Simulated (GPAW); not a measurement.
Set up this calculation in GPAW 26.7.0, as an ASE script.

```yaml
Task: single point
Functional: PBE
Potentials_or_basis: GPAW PAW data sets (gpaw-data 1.2.1)
Cutoff: 600 eV
Basis: pw
k_mesh: 11 × 11 × 11
Occupations: gaussian, width 0.1 eV
Spin: no spin polarisation
Maxiter: 150
```

Crystal: W.

```
W
1.0
     0.00000    2.03000    2.03000
     2.03000    0.00000    2.03000
     2.03000    2.03000    0.00000
W
1
Direct
  0.00000 0.00000 0.00000
```

This isn't the form of W at room conditions, which is bcc.

These files were run (other wordings do the same):

run.py

```python
from ase import Atoms
from ase.dft.bandgap import bandgap
from ase.io import write
from ase.units import GPa
from gpaw import GPAW, PW

atoms = Atoms(['W'],
              cell=[[0.0, 2.03, 2.03],
                    [2.03, 0.0, 2.03],
                    [2.03, 2.03, 0.0]],
              scaled_positions=[[0.0, 0.0, 0.0]],
              pbc=True)

calc = GPAW(mode=PW(600),
            xc='PBE',
            kpts={'size': (11, 11, 11), 'gamma': True},
            occupations={'name': 'methfessel-paxton', 'order': 0, 'width': 0.1},
            nbands=16,
            convergence={'density': 1e-05, 'energy': 1e-05},
            maxiter=150,
            txt='gpaw.txt')
atoms.calc = calc
energy = atoms.get_potential_energy()
forces = atoms.get_forces()
stress = atoms.get_stress()
calc.write('gs.gpw')
write('result.traj', atoms)
print(f'Energy: {energy:.6f} eV')
print('Forces (eV/A):')
print(forces.round(4))
print('Stress (GPa):', (stress / GPa).round(3))
print('Fermi level:', round(calc.get_fermi_level(), 4), 'eV')
print(f'Gap: {bandgap(calc)[0]:.4f} eV, direct: {bandgap(calc, direct=True)[0]:.4f} eV')
```

Potentials or basis: GPAW PAW data sets (gpaw-data 1.2.1), pw.

Run with:

```sh
$ OMP_NUM_THREADS=1 python run.py
```

Results of the run:

The pressure is -5.2 GPa. The band gap on the k mesh is none (metal or under the smearing width).

It took 13 s on 1 thread of Arm Neoverse V1, with other jobs on the host, peak memory 0.14 GiB.
